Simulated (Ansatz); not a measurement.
## FeSi in Ansatz: the effect of starting spin order

Crystal: FeSi.

```
Fe Si
1.0
     4.55070    0.00000    0.00000
     0.00000    4.55070    0.00000
     0.00000    0.00000    4.55070
Fe Si
4 4
Direct
  0.86348 0.63652 0.36348
  0.63652 0.36348 0.86348
  0.36348 0.86348 0.63652
  0.13652 0.13652 0.13652
  0.15760 0.34240 0.65760
  0.34240 0.65760 0.15760
  0.65760 0.15760 0.34240
  0.84240 0.84240 0.84240
```

Alike in all runs:

- Program: Ansatz 0.2.0
- Task: single point
- Functional: PBEsol
- Potentials or basis: Ansatz PAW
- Cutoff: 420 eV (not typed: the program's choice for these potentials)
- k mesh: 6 × 6 × 6
- Occupations: fermi-dirac, width 0.05 eV

```tsv
starting spin order	spin	starting moments	energy over the lowest run (meV/atom)	final net moment (μB)	final largest site moment (μB)
spin off	no spin polarisation	-	0.0	0.00	0.00
fm	collinear spin, ferromagnetic start	[3.0, 3.0, 3.0, 3.0, 0.0, 0.0, 0.0, 0.0] μB	0.8	3.59	0.98
random	collinear spin, random start	[-0.32, -0.87, -0.55, -1.3, 0.0, 0.0, 0.0, 0.0] μB	?	?	?
ferromagnetic start, larger moments	collinear spin, ferromagnetic start	[4.5, 4.5, 4.5, 4.5, 0.0, 0.0, 0.0, 0.0] μB	0.8	3.59	0.98
```

Question: What does the run with starting spin order random give?

Answer: Energy over the lowest run 0.8 meV/atom; final net moment -3.59 μB; final largest site moment 0.98 μB.
